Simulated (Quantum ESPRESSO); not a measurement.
## SiC (Moissanite 6H): single point with PBE

SiC (Moissanite 6H):

```
Si C
1.0
     3.09500    0.00000    0.00000
    -1.54750    2.68035    0.00000
     0.00000    0.00000   15.17000
Si C
6 6
Cartesian
  1.6516 0.9115 6.9506
  0.0306 1.7868 14.5908
  1.5237 0.8783 11.9622
  0.0270 1.7650 4.4377
  0.0257 -0.0120 9.5132
  0.0210 -0.0074 1.9013
  1.5598 0.8604 4.9993
  0.0249 1.7763 12.6569
  1.5644 0.9179 10.1034
  -0.0028 1.8439 2.5034
  0.0447 0.0238 7.5662
  -0.0140 0.0078 0.0168
```

The cell isn't the ideal one: atoms moved at random, drawn with an rms of 0.05 Å.

```json
{
 "Program": "Quantum ESPRESSO 7.5",
 "Task": "single point",
 "Functional": "PBE",
 "Potentials or basis": "SSSP 1.3 efficiency PBE",
 "Cutoff": "748 eV",
 "Density cutoff": "5987 eV",
 "k mesh": "10 × 10 × 2",
 "Occupations": "fermi-dirac, width 0.05 eV",
 "Spin": "no spin polarisation",
 "Mixing beta": "0.5",
 "Most SCF iterations": "120",
 "SCF threshold": "2.4e-09 Ry"
}
```

| Property | Result |
| --- | --- |
| Pressure | 0.9 GPa |
| Largest force | 2.257 eV/Å |
| Band gap on the k mesh | 1.66 eV, indirect (least direct gap 2.97 eV) |

Forces on the atoms (eV/Å):
```
Si  -1.312  0.062 -0.549
Si  -0.791  0.060 -1.107
Si   0.829  0.104  2.097
Si  -0.324 -0.018 -1.255
Si  -0.104  0.767 -1.211
Si  -0.570  1.063 -0.030
C    0.487  0.363  1.428
C   -0.703  0.017 -0.628
C    0.065 -0.769 -0.102
C    0.599 -1.237  0.847
C    0.962 -0.286  0.537
C    0.861 -0.125 -0.026
```

Stress tensor (GPa, compression positive):
```
 1.57 -0.55  0.72
-0.55  1.30 -0.55
 0.72 -0.55 -0.03
```

Levels at points of the mesh, in eV from the valence-band top:
| k point | band 20 | band 21 | band 22 | band 23 | band 24 | band 25 | band 26 | band 27 | band 28 | band 29 |
| --- | --- | --- | --- | --- | --- | --- | --- | --- | --- | --- |
| (0.00, 0.00, 0.00) | -0.60 | -0.39 | -0.24 | -0.14 | 0.00 | 4.51 | 4.89 | 5.30 | 5.74 | 6.03 |
| (0.00, 0.00, -0.50) | -0.68 | -0.52 | -0.37 | -0.20 | -0.01 | 4.52 | 4.87 | 5.36 | 5.78 | 6.04 |
| (0.00, -0.50, 0.00) | -2.46 | -2.19 | -2.07 | -1.79 | -1.34 | 1.67 | 1.85 | 2.84 | 3.58 | 4.17 |
| (0.00, -0.50, -0.50) | -2.51 | -1.99 | -1.92 | -1.68 | -1.41 | 1.69 | 1.74 | 3.01 | 3.12 | 4.33 |
| (0.50, -0.50, 0.00) | -2.42 | -2.15 | -1.90 | -1.82 | -1.30 | 1.68 | 1.84 | 2.89 | 3.59 | 4.15 |
| (-0.50, 0.00, 0.00) | -2.40 | -2.27 | -2.06 | -1.88 | -1.36 | 1.74 | 1.79 | 2.85 | 3.62 | 4.16 |
| (0.50, -0.50, -0.50) | -2.40 | -1.96 | -1.80 | -1.66 | -1.38 | 1.67 | 1.74 | 3.08 | 3.12 | 4.36 |
| (-0.50, 0.00, -0.50) | -2.56 | -1.99 | -1.95 | -1.72 | -1.43 | 1.66 | 1.75 | 3.07 | 3.14 | 4.40 |

Run time: 12 min on 1 thread of Intel(R) Xeon(R) Processor @ 2.70GHz, with other jobs on the host, peak memory 0.81 GiB.

A k mesh can miss the band edges.
